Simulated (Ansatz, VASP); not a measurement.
**Cross-check of Al36SeN35 (Se_N) between VASP and Ansatz**

One calculation is typed for both programs; each brings its own data sets. How far apart do they land? The structure shown is the start of the Ansatz relaxation below; VASP solves that cell, so the two are compared at the walk's first step.

Main program and level: Ansatz 0.2.0; plane waves, with VASP 6.6.1 beside it; single point at r2SCAN.

## (1) The structure

The cell holds 72 atoms: 36 Al, 35 N and 1 Se. Cell: a = 9.320 Å, b = 9.320 Å, c = 9.956 Å, α = 90.0°, β = 90.0°, γ = 120.0°. It derives from AlN (AlN (P6_3mc)). Nearest the centre at fractional (0.556, 0.444, 0.440): Se72 at 0.05 Å, Al30 at 1.86 Å, Al14 at 1.90 Å, Al18 at 1.91 Å, Al17 at 1.93 Å, N65 at 3.06 Å, N50 at 3.06 Å, N56 at 3.08 Å.

Structure file:

```cif
data_structure
_symmetry_space_group_name_H-M 'P 1'
_symmetry_Int_Tables_number 1
_cell_length_a 9.3196
_cell_length_b 9.3196
_cell_length_c 9.9565
_cell_angle_alpha 90.000
_cell_angle_beta 90.000
_cell_angle_gamma 120.000
_cell_volume 748.91
loop_
_atom_site_label
_atom_site_type_symbol
_atom_site_fract_x
_atom_site_fract_y
_atom_site_fract_z
_atom_site_occupancy
Al1 Al 0.22265 0.11144 0.24459 1
Al2 Al 0.10706 0.22398 0.50097 1
Al3 Al 0.22471 0.11486 0.74564 1
Al4 Al 0.11272 0.22664 0.00307 1
Al5 Al 0.22283 0.44942 0.24718 1
Al6 Al 0.10664 0.55388 0.50304 1
Al7 Al 0.22345 0.43981 0.74993 1
Al8 Al 0.11134 0.55137 0.00259 1
Al9 Al 0.21769 0.77397 0.24650 1
Al10 Al 0.11279 0.88637 0.49593 1
Al11 Al 0.21821 0.77169 0.74983 1
Al12 Al 0.11180 0.88454 0.99724 1
Al13 Al 0.55197 0.10540 0.25143 1
Al14 Al 0.43856 0.22053 0.50064 1
Al15 Al 0.55569 0.11618 0.74778 1
Al16 Al 0.44888 0.22148 0.00175 1
Al17 Al 0.55800 0.44171 0.24685 1
Al18 Al 0.44778 0.56104 0.50186 1
Al19 Al 0.55903 0.45011 0.75155 1
Al20 Al 0.44853 0.55521 0.00265 1
Al21 Al 0.54968 0.77530 0.25113 1
Al22 Al 0.44765 0.88839 0.50343 1
Al23 Al 0.54948 0.77497 0.74865 1
Al24 Al 0.44729 0.89466 0.99778 1
Al25 Al 0.88615 0.10496 0.25007 1
Al26 Al 0.77628 0.22141 0.49473 1
Al27 Al 0.88432 0.11184 0.74771 1
Al28 Al 0.78215 0.22770 0.00138 1
Al29 Al 0.88935 0.44201 0.25395 1
Al30 Al 0.77664 0.55437 0.49470 1
Al31 Al 0.89117 0.44336 0.75378 1
Al32 Al 0.77327 0.55008 0.00127 1
Al33 Al 0.88896 0.77624 0.24480 1
Al34 Al 0.77402 0.89092 0.49800 1
Al35 Al 0.89367 0.78187 0.74683 1
Al36 Al 0.77434 0.88866 0.99566 1
N37 N 0.22672 0.11114 0.44316 1
N38 N 0.11426 0.22279 0.19462 1
N39 N 0.22260 0.11644 0.94181 1
N40 N 0.10530 0.21748 0.69064 1
N41 N 0.21684 0.44023 0.44244 1
N42 N 0.11708 0.55717 0.18996 1
N43 N 0.22693 0.44400 0.94233 1
N44 N 0.10734 0.55771 0.69166 1
N45 N 0.22372 0.77797 0.44524 1
N46 N 0.11119 0.89321 0.19342 1
N47 N 0.21972 0.77936 0.93665 1
N48 N 0.11501 0.89498 0.68991 1
N49 N 0.55993 0.11059 0.43790 1
N50 N 0.43881 0.22043 0.19225 1
N51 N 0.55240 0.10870 0.93615 1
N52 N 0.44722 0.21917 0.69211 1
N53 N 0.43936 0.55576 0.18914 1
N54 N 0.55853 0.45013 0.94239 1
N55 N 0.44396 0.56050 0.69160 1
N56 N 0.56001 0.77667 0.44198 1
N57 N 0.44421 0.88569 0.18630 1
N58 N 0.55864 0.77653 0.93691 1
N59 N 0.44661 0.88596 0.68757 1
N60 N 0.88983 0.11040 0.44524 1
N61 N 0.77500 0.21609 0.19108 1
N62 N 0.88901 0.11635 0.94172 1
N63 N 0.78357 0.22401 0.68894 1
N64 N 0.88779 0.43878 0.44163 1
N65 N 0.77954 0.56086 0.19286 1
N66 N 0.88715 0.44750 0.94352 1
N67 N 0.77593 0.55596 0.69503 1
N68 N 0.89470 0.77884 0.44015 1
N69 N 0.77617 0.88843 0.19524 1
N70 N 0.88964 0.78310 0.94225 1
N71 N 0.77179 0.88723 0.69071 1
Se72 Se 0.55572 0.44457 0.43538 1
```

## (2) Ansatz: relaxation, r2SCAN

Ansatz runs on its PAW soft_1 files.

The two programs are compared at the cell with which this relaxation starts, whose forces are those of its first step.

Input file input.yaml:

```yaml
crystal:
  lattice:
    - [9.31956554, 9.0e-08, 0.0]
    - [-4.65978284, 8.07098046, 0.0]
    - [0.0, 0.0, 9.95647772]
  atoms:
    - { symbol: Al, position: [0.22222222, 0.11111111, 0.24960167] }
    - { symbol: Al, position: [0.11111111, 0.22222222, 0.49960167] }
    - { symbol: "N", position: [0.22222222, 0.11111111, 0.44039833] }
    - { symbol: "N", position: [0.11111111, 0.22222222, 0.19039833] }
    - { symbol: Al, position: [0.22222222, 0.11111111, 0.74960167] }
    - { symbol: Al, position: [0.11111111, 0.22222222, 0.99960167] }
    - { symbol: "N", position: [0.22222222, 0.11111111, 0.94039833] }
    - { symbol: "N", position: [0.11111111, 0.22222222, 0.69039833] }
    - { symbol: Al, position: [0.22222222, 0.44444444, 0.24960167] }
    - { symbol: Al, position: [0.11111111, 0.55555556, 0.49960167] }
    - { symbol: "N", position: [0.22222222, 0.44444444, 0.44039833] }
    - { symbol: "N", position: [0.11111111, 0.55555556, 0.19039833] }
    - { symbol: Al, position: [0.22222222, 0.44444444, 0.74960167] }
    - { symbol: Al, position: [0.11111111, 0.55555556, 0.99960167] }
    - { symbol: "N", position: [0.22222222, 0.44444444, 0.94039833] }
    - { symbol: "N", position: [0.11111111, 0.55555556, 0.69039833] }
    - { symbol: Al, position: [0.22222222, 0.77777778, 0.24960167] }
    - { symbol: Al, position: [0.11111111, 0.88888889, 0.49960167] }
    - { symbol: "N", position: [0.22222222, 0.77777778, 0.44039833] }
    - { symbol: "N", position: [0.11111111, 0.88888889, 0.19039833] }
    - { symbol: Al, position: [0.22222222, 0.77777778, 0.74960167] }
    - { symbol: Al, position: [0.11111111, 0.88888889, 0.99960167] }
    - { symbol: "N", position: [0.22222222, 0.77777778, 0.94039833] }
    - { symbol: "N", position: [0.11111111, 0.88888889, 0.69039833] }
    - { symbol: Al, position: [0.55555556, 0.11111111, 0.24960167] }
    - { symbol: Al, position: [0.44444444, 0.22222222, 0.49960167] }
    - { symbol: "N", position: [0.55555556, 0.11111111, 0.44039833] }
    - { symbol: "N", position: [0.44444444, 0.22222222, 0.19039833] }
    - { symbol: Al, position: [0.55555556, 0.11111111, 0.74960167] }
    - { symbol: Al, position: [0.44444444, 0.22222222, 0.99960167] }
    - { symbol: "N", position: [0.55555556, 0.11111111, 0.94039833] }
    - { symbol: "N", position: [0.44444444, 0.22222222, 0.69039833] }
    - { symbol: Al, position: [0.55555556, 0.44444444, 0.24960167] }
    - { symbol: Al, position: [0.44444444, 0.55555556, 0.49960167] }
    - { symbol: Se, position: [0.55555556, 0.44444444, 0.44039833] }
    - { symbol: "N", position: [0.44444444, 0.55555556, 0.19039833] }
    - { symbol: Al, position: [0.55555556, 0.44444444, 0.74960167] }
    - { symbol: Al, position: [0.44444444, 0.55555556, 0.99960167] }
    - { symbol: "N", position: [0.55555556, 0.44444444, 0.94039833] }
    - { symbol: "N", position: [0.44444444, 0.55555556, 0.69039833] }
    - { symbol: Al, position: [0.55555556, 0.77777778, 0.24960167] }
    - { symbol: Al, position: [0.44444444, 0.88888889, 0.49960167] }
    - { symbol: "N", position: [0.55555556, 0.77777778, 0.44039833] }
    - { symbol: "N", position: [0.44444444, 0.88888889, 0.19039833] }
    - { symbol: Al, position: [0.55555556, 0.77777778, 0.74960167] }
    - { symbol: Al, position: [0.44444444, 0.88888889, 0.99960167] }
    - { symbol: "N", position: [0.55555556, 0.77777778, 0.94039833] }
    - { symbol: "N", position: [0.44444444, 0.88888889, 0.69039833] }
    - { symbol: Al, position: [0.88888889, 0.11111111, 0.24960167] }
    - { symbol: Al, position: [0.77777778, 0.22222222, 0.49960167] }
    - { symbol: "N", position: [0.88888889, 0.11111111, 0.44039833] }
    - { symbol: "N", position: [0.77777778, 0.22222222, 0.19039833] }
    - { symbol: Al, position: [0.88888889, 0.11111111, 0.74960167] }
    - { symbol: Al, position: [0.77777778, 0.22222222, 0.99960167] }
    - { symbol: "N", position: [0.88888889, 0.11111111, 0.94039833] }
    - { symbol: "N", position: [0.77777778, 0.22222222, 0.69039833] }
    - { symbol: Al, position: [0.88888889, 0.44444444, 0.24960167] }
    - { symbol: Al, position: [0.77777778, 0.55555556, 0.49960167] }
    - { symbol: "N", position: [0.88888889, 0.44444444, 0.44039833] }
    - { symbol: "N", position: [0.77777778, 0.55555556, 0.19039833] }
    - { symbol: Al, position: [0.88888889, 0.44444444, 0.74960167] }
    - { symbol: Al, position: [0.77777778, 0.55555556, 0.99960167] }
    - { symbol: "N", position: [0.88888889, 0.44444444, 0.94039833] }
    - { symbol: "N", position: [0.77777778, 0.55555556, 0.69039833] }
    - { symbol: Al, position: [0.88888889, 0.77777778, 0.24960167] }
    - { symbol: Al, position: [0.77777778, 0.88888889, 0.49960167] }
    - { symbol: "N", position: [0.88888889, 0.77777778, 0.44039833] }
    - { symbol: "N", position: [0.77777778, 0.88888889, 0.19039833] }
    - { symbol: Al, position: [0.88888889, 0.77777778, 0.74960167] }
    - { symbol: Al, position: [0.77777778, 0.88888889, 0.99960167] }
    - { symbol: "N", position: [0.88888889, 0.77777778, 0.94039833] }
    - { symbol: "N", position: [0.77777778, 0.88888889, 0.69039833] }
  host:
    repeats: [3, 3, 2]
    atoms:
      - { symbol: Al, position: [0.66666667, 0.33333333, 0.49920333] }
      - { symbol: Al, position: [0.33333333, 0.66666667, 0.99920333] }
      - { symbol: "N", position: [0.66666667, 0.33333333, 0.88079667] }
      - { symbol: "N", position: [0.33333333, 0.66666667, 0.38079667] }
basis:
  ecutwfc: 500
  xc_grid: 2
hamiltonian:
  xc: r2scan
  pseudopotentials: { kind: paw, azcp: { folder: soft_1 } }
kpoints:
  mp_grid: { grid: [1, 1, 1], shift: [0.25, 0.25, 0.25] }
magnetization:
  spin_polarized: true
  initial_magnetization: 1
  spin_locking: { lock_magnetization: hard }
scf:
  occupations: { method: fixed }
  max_iter: 60
output:
  forces: true
  charged_corrections:
    epsilon: [4.49, 4.49, 4.72]
    static_epsilon: [8.15, 8.15, 9.65]
    defect_position: [0.555556, 0.444444, 0.440398]
relax:
  f_tol: 0.02
  max_steps: 80
  random_displacement: { amplitude: 0.05, seed: 4185 }
checkpoint:
  write: "../q0_M1.relax.run"
  compress: false
  write_wavefunctions: true
  write_every: 100000
```

Run with:

```bash
> ansatz run input.yaml --threads 4 --pin off --max-ram 7536MiB --backend cpu --events-out ev --progress --plain --runs-dir out
```

Numbers of over 12 decimals in the logs are rounded to 6 here.

Log:

```text
Warning: This run holds its total moment fixed (magnetization.spin_locking.lock_magnetization: hard) and mixes its density by anderson or broyden (scf.mixing.algorithm, typed or taken by auto). Slabs with a fixed moment have converged under broyden above another state at the same moment, at the default mixing steps and at smaller ones, and under scf.lower_state_search: standard, light or off a state that such a mixer [...]
Engine: ansatz 0.2.0, aarch64-unknown-linux-gnu
Pseudopotentials: kind: paw
Pseudopotential: Al, paw, valence charge 3, recommended cutoff 500 eV (meta_gga), soft_1/Al.paw.azcp
Pseudopotential: N, paw, valence charge 5, recommended cutoff 500 eV (meta_gga), soft_1/N.paw.azcp
Pseudopotential: Se, paw, valence charge 16, recommended cutoff 500 eV (meta_gga), soft_1/Se.paw.azcp
Functional definition: r2SCAN
  parameter k0 = 0.174
  parameter k1 = 0.065
  parameter a1 = 4.9479
  exchange = r2scan_x(k0 = k0, k1 = k1, a1 = a1)
  correlation = r2scan_c
Crystal: 72 atoms, lattice volume = 748.907 Å³
Basis set: ecut = 500 eV, 18913 PW (Γ), exchange–correlation on 144×144×150 points (8 copies of the dense FFT grid, shifted against one another)
Bands: 222, of which v1, the nominal top of the filled ones, is band 150 counted from 1 (149 counted from 0)
Symmetry: 1 space group operations
k-points: 1
Non-local potential: Al, projectors of the file, l = 0: 2, l = 1: 2, l = 2: 1
Non-local potential: N, projectors of the file, l = 0: 2, l = 1: 2, l = 2: 1
Non-local potential: Se, projectors of the file, l = 0: 2, l = 1: 2, l = 2: 3, l = 3: 1
PAW form: soft (Blöchl's): semilocal exchange-correlation on the pseudo side does not see the compensation charge
PAW frozen core: Al, regenerated for the run's functional (the file was generated under x = pbe(κ = 0.804, μ = 0.219515), c = pbe(β = 0.066725))
PAW frozen core: N, regenerated for the run's functional (the file was generated under x = pbe(κ = 0.804, μ = 0.219515), c = pbe(β = 0.066725))
PAW frozen core: Se, regenerated for the run's functional (the file was generated under x = pbe(κ = 0.804, μ = 0.219515), c = pbe(β = 0.066725))
PAW one-centre angular grid: Al, 302 points (default); XC on 160 Gauss nodes
PAW one-centre angular grid: N, 302 points (default); XC on 160 Gauss nodes
PAW one-centre angular grid: Se, 590 points (default); XC on 160 Gauss nodes
Initial density: superposition of atomic densities (chi_scale 0.1, normalization cell, long waves kept (reshape's long-wave potential 0.35 eV rms))
Starting moments: Σ|m| = 1 μB on 72 of 72 sites
Initial wavefunctions: pseudopotential atomic-orbital guess
Functional: x = r2scan, c = r2scan; τ floored in thin density (d = 2e-4 eV/Å³)
SCF iter   1: F=—  HF=-38538.099630 eV  |F-HF|=—  |Δ(HF+E_count)|=         —  Δρ=6.65e-2 (↑6.57e-2 ↓6.65e-2)  dr2=1.61e2  dr2_τ=4.72e0  dr2_m=4.58e-2  M=1.000 μB ∫|m|=1.007 μB  β_m=1.20  ethr=3.10e-3  ⟨swp⟩=5.0  Hψ=1514  notcnv=0  defer=136
preconditioner: auto → Resta (q_TF=auto, 2.341 Å⁻¹)  ε∞=3.3  [insulator: Δε(μ)=0.109 eV  Ē_g=15.116 eV  n_scr=162 (ndim 8)  ℏωp=23.0 eV  f_vac=0.000  ε∞_Penn≈3.3]
spin=Collinear: Resta preconditioning applied to the charge; magnetization (m = ρ↑ − ρ↓) channel mixes plain (no charge-response kernel on spin).
SCF iter   2: F=—  HF=-38506.610453 eV  |F-HF|=—  |Δ(HF+E_count)|=    3.15e1  Δρ=3.46e-2 (↑3.46e-2 ↓3.46e-2)  dr2=4.46e1  dr2_τ=3.64e-1  dr2_m=2.33e-3  M=1.000 μB ∫|m|=1.104 μB  β_m=1.20  ethr=3.10e-3  ⟨swp⟩=3.0  Hψ=765  notcnv=0  defer=140  κ⁻¹=1.0e0(r=1)
SCF iter   3: F=—  HF=-38502.138768 eV  |F-HF|=—  |Δ(HF+E_count)|=    4.47e0  Δρ=1.75e-2 (↑1.75e-2 ↓1.75e-2)  dr2=6.09e0  dr2_τ=5.89e-2  dr2_m=1.23e-3  M=1.000 μB ∫|m|=1.177 μB  β_m=1.20  ethr=3.10e-3  ⟨swp⟩=3.0  Hψ=692  notcnv=0  defer=138  κ⁻¹=6.2e-2(r=2)
SCF iter   4: F=—  HF=-38502.662406 eV  |F-HF|=—  |Δ(HF+E_count)|=   5.24e-1  Δρ=1.15e-2 (↑1.14e-2 ↓1.15e-2)  dr2=2.02e0  dr2_τ=2.87e-2  dr2_m=3.98e-4  M=1.000 μB ∫|m|=1.140 μB  β_m=1.20  ethr=2.04e-3  ⟨swp⟩=2.5  Hψ=397  notcnv=0  defer=137  κ⁻¹=7.1e-3(r=3)
SCF iter   5: F=—  HF=-38502.804783 eV  |F-HF|=—  |Δ(HF+E_count)|=   1.42e-1  Δρ=1.44e-3 (↑1.44e-3 ↓1.44e-3)  dr2=5.94e-2  dr2_τ=7.26e-4  dr2_m=2.98e-4  M=1.000 μB ∫|m|=1.110 μB  β_m=1.20  ethr=6.75e-4  ⟨swp⟩=3.0  Hψ=651  notcnv=0  defer=139  κ⁻¹=9.1e-5(r=4)
[...]
k-point 0 ↓: bands = [... 146 lower, 6.8929, 7.0796, 7.2246, 12.8151, 12.9779, 13.1699, 13.2023, 13.2593, ... 68 higher]
--- Relaxed structure (13 steps of the walk, 12 accepted, 0 SCFs on fresh bases) ---
  F+E_penalty+E_count = -38513.42711324 eV   max|allowed force component| = 6.203e-3 eV/Å
  atoms:
    - { symbol: Al, position: [0.222239, 0.110548, 0.248796] }
    - { symbol: Al, position: [0.110685, 0.221892, 0.498981] }
    - { symbol: N, position: [0.218210, 0.107394, 0.440207] }
    - { symbol: N, position: [0.110920, 0.220518, 0.189449] }
    - { symbol: Al, position: [0.218686, 0.109620, 0.751848] }
    - { symbol: Al, position: [0.109750, 0.221118, 1.000373] }
    - { symbol: N, position: [0.219550, 0.109993, 0.939840] }
    - { symbol: N, position: [0.111314, 0.222335, 0.690201] }
    - { symbol: Al, position: [0.222185, 0.443627, 0.246760] }
    - { symbol: Al, position: [0.124346, 0.562698, 0.502778] }
    - { symbol: N, position: [0.213725, 0.436627, 0.433983] }
    - { symbol: N, position: [0.111707, 0.555918, 0.189586] }
    - { symbol: Al, position: [0.218606, 0.443460, 0.752855] }
    - { symbol: Al, position: [0.110886, 0.555668, 1.000622] }
    - { symbol: N, position: [0.218358, 0.442371, 0.940975] }
    - { symbol: N, position: [0.108052, 0.554572, 0.694767] }
    - { symbol: Al, position: [0.221535, 0.778550, 0.247779] }
    - { symbol: Al, position: [0.110171, 0.889923, 0.498939] }
    - { symbol: N, position: [0.217691, 0.782558, 0.435905] }
    - { symbol: N, position: [0.110632, 0.889235, 0.188786] }
    - { symbol: Al, position: [0.222567, 0.777422, 0.751102] }
    - { symbol: Al, position: [0.110960, 0.888970, 1.000240] }
    - { symbol: N, position: [0.221805, 0.778211, 0.941284] }
    - { symbol: N, position: [0.111349, 0.888647, 0.689884] }
    - { symbol: Al, position: [0.554320, 0.108766, 0.251387] }
    - { symbol: Al, position: [0.426969, 0.184503, 0.512509] }
    - { symbol: N, position: [0.553560, 0.102465, 0.442425] }
    - { symbol: N, position: [0.441956, 0.215696, 0.183459] }
    - { symbol: Al, position: [0.558567, 0.110473, 0.753662] }
    - { symbol: Al, position: [0.441510, 0.215658, 0.994497] }
    - { symbol: N, position: [0.557910, 0.110848, 0.941859] }
    - { symbol: N, position: [0.442701, 0.217517, 0.698005] }
    - { symbol: Al, position: [0.555608, 0.444353, 0.205012] }
    - { symbol: Al, position: [0.414106, 0.585817, 0.518021] }
    - { symbol: Se, position: [0.550372, 0.449570, 0.438017] }
    - { symbol: N, position: [0.442000, 0.557969, 0.180126] }
    - { symbol: Al, position: [0.555967, 0.443882, 0.750808] }
    - { symbol: Al, position: [0.441631, 0.558308, 0.991674] }
    - { symbol: N, position: [0.556243, 0.443753, 0.945202] }
    - { symbol: N, position: [0.443899, 0.555872, 0.702723] }
    - { symbol: Al, position: [0.556376, 0.777792, 0.246741] }
    - { symbol: Al, position: [0.437406, 0.875711, 0.502812] }
    - { symbol: N, position: [0.563345, 0.786183, 0.433958] }
    - { symbol: N, position: [0.444125, 0.888304, 0.189552] }
    - { symbol: Al, position: [0.556410, 0.781255, 0.752810] }
    - { symbol: Al, position: [0.444352, 0.889103, 1.000598] }
    - { symbol: N, position: [0.557598, 0.781578, 0.940935] }
    - { symbol: N, position: [0.445484, 0.891976, 0.694783] }
[...]
- { symbol: N, position: [0.889169, 0.110801, 0.441442] }
[...]
- { symbol: Al, position: [0.891203, 0.445651, 0.251372] }
    - { symbol: Al, position: [0.815421, 0.573006, 0.512466] }
    - { symbol: N, position: [0.897598, 0.446527, 0.442423] }
    - { symbol: N, position: [0.784216, 0.557969, 0.183477] }
    - { symbol: Al, position: [0.889508, 0.441468, 0.753655] }
    - { symbol: Al, position: [0.784312, 0.558437, 0.994496] }
    - { symbol: N, position: [0.889146, 0.442068, 0.941876] }
    - { symbol: N, position: [0.782334, 0.557205, 0.697979] }
    - { symbol: Al, position: [0.889329, 0.777699, 0.248784] }
    - { symbol: Al, position: [0.778108, 0.889270, 0.498956] }
    - { symbol: N, position: [0.892681, 0.781780, 0.440195] }
    - { symbol: N, position: [0.779477, 0.889100, 0.189410] }
    - { symbol: Al, position: [0.890361, 0.781233, 0.751808] }
    - { symbol: Al, position: [0.778864, 0.890211, 1.000325] }
    - { symbol: N, position: [0.889984, 0.780383, 0.939798] }
    - { symbol: N, position: [0.777568, 0.888562, 0.690180] }
```

(Part 1 of 2 ends here.)

[Lines on the potential files, build, host, timing and source positions are cut from VASP's logs without a mark.]

[Logs are printed without paths, hosts, clocks, repeated set-up lines and the standing remarks that a program may print on its own settings, such as how far it seeks lower states.]

[Hosts, paths, dates, database ids (printed as entryN), source tags and the programs' standing remarks are cut or masked in the printed files.]
